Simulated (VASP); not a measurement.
## AlN: single point with PBEsol

AlN:

```xyz
2
Lattice="0.0000 2.0816 2.0816 2.0816 0.0000 2.0816 2.0816 2.0816 0.0000" Properties=species:S:1:pos:R:3 pbc="T T T"
Al    2.0816    2.0816    2.0816
N     0.0000    0.0000    0.0000
```

Measurements of this composition are mostly on another form, of space group No. 186.

The cell isn't the ideal one: a relaxed cell with its volume scaled by 1.09.

| Item | Value |
| --- | --- |
| Program | VASP 6.6.1 |
| Task | single point |
| Functional | PBEsol |
| Potentials or basis | VASP PAW PBE potentials, release 64 (Al, N) |
| Cutoff | 520 eV |
| k mesh | 4 × 4 × 4 |
| Occupations | gaussian, width 0.02 eV |
| Spin | no spin polarisation |

```yaml
Pressure: -19.2 GPa
Band_gap_on_the_k_mesh: 3.70 eV, indirect (least direct gap 4.44 eV)
```

Levels at points of the mesh, in eV from the valence-band top:
| k point | band 1 | band 2 | band 3 | band 4 | band 5 | band 6 | band 7 | band 8 | band 9 |
| --- | --- | --- | --- | --- | --- | --- | --- | --- | --- |
| (0.00, 0.00, 0.00) | -16.80 | 0.00 | 0.00 | 0.00 | 4.44 | 11.69 | 11.69 | 11.69 | 16.54 |
| (0.50, 0.00, 0.00) | -13.83 | -7.86 | -0.94 | -0.94 | 5.47 | 10.16 | 10.16 | 11.96 | 15.01 |
| (0.50, 0.50, 0.00) | -12.95 | -6.91 | -2.62 | -2.62 | 3.70 | 5.22 | 12.93 | 15.80 | 15.80 |

Wall time 5.2 s on 1 thread of AMD EPYC 7R43 64-Core Processor (Zen 3), on a shared host, peak memory 0.09 GiB.

Caveat: the k mesh is coarse (spacing up to 0.65 Å⁻¹), so the values aren't converged; so large a pressure means that the cell lies far from this level's equilibrium, or that cutoff or potentials fall short; the potentials were made for another functional, which shifts forces and pressure. A k mesh can miss the band edges.
